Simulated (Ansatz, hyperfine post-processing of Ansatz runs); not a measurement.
# Mg3VO4: isotropic lines and sites in a paramagnetic 17O spectrum

Calculated values: DFT, PBEsol+U, plane-wave PAW, default files (PAW set soft_2), collinear spin, scalar-relativistic (Ansatz), contact and point-dipole shifts scaled to 298 K with Θ = 0 K (a pure Curie law); spin-only moments, above the ordering temperature.

```xyz
16
Lattice="8.6182 0.0000 0.0000 0.0000 4.3091 0.0000 0.0000 0.0000 4.3091" Properties=species:S:1:pos:R:3 pbc="T T T"
V     0.0000    0.0000    0.0000
V     4.3091    0.0000    0.0000
Mg    2.1546    2.1546    0.0000
Mg    6.4637    2.1546    0.0000
Mg    2.1546    0.0000    2.1546
Mg    6.4637    0.0000    2.1546
Mg    0.0000    2.1546    2.1546
Mg    4.3091    2.1546    2.1546
O     0.0000    2.1546    0.0000
O     4.3091    2.1546    0.0000
O     0.0000    0.0000    2.1546
O     4.3091    0.0000    2.1546
O     2.1546    2.1546    2.1546
O     6.4637    2.1546    2.1546
O     2.1546    0.0000    0.0000
O     6.4637    0.0000    0.0000
```

17O MAS at 2.35 T (13.6 MHz), 40 kHz, 298 K; contact and dipolar shift alone, no orbital or quadrupolar part; lines under 1.5 % of the strongest are left out. NMR lines, with heights relative to the strongest:

```tsv
position (ppm)	intensity
-5632.6	15
-2684.8	100
-202.3	43
263.0	10
3210.8	3.3
```

**Question.** Which lines are isotropic ones rather than spinning sidebands, and which O atoms give them?

Sidebands are spaced by 2948 ppm (the spinning rate over the resonance of 13.6 MHz). An isotropic line need not be the tallest: it is the area-weighted centre of its own family of sidebands, and the one that stays put when the rate is changed. Isotropic shifts: -2685 ppm for atom 9 and the 5 atoms equivalent to it (bonded to 2 V at 2.15 Å), reduced anisotropy 3930 ppm; -202 ppm for atom 13 and the 1 atom equivalent to it (no V within 3.2 Å), reduced anisotropy 0 ppm. The families' total areas stand as 3:1, which settles the match.

[Logs are printed without paths, hosts, clocks, repeated set-up lines and the standing remarks that a program may print on its own settings, such as how far it seeks lower states.]

[Hosts, paths, dates, database ids (printed as entryN), source tags and the programs' standing remarks are cut or masked in the printed files.]
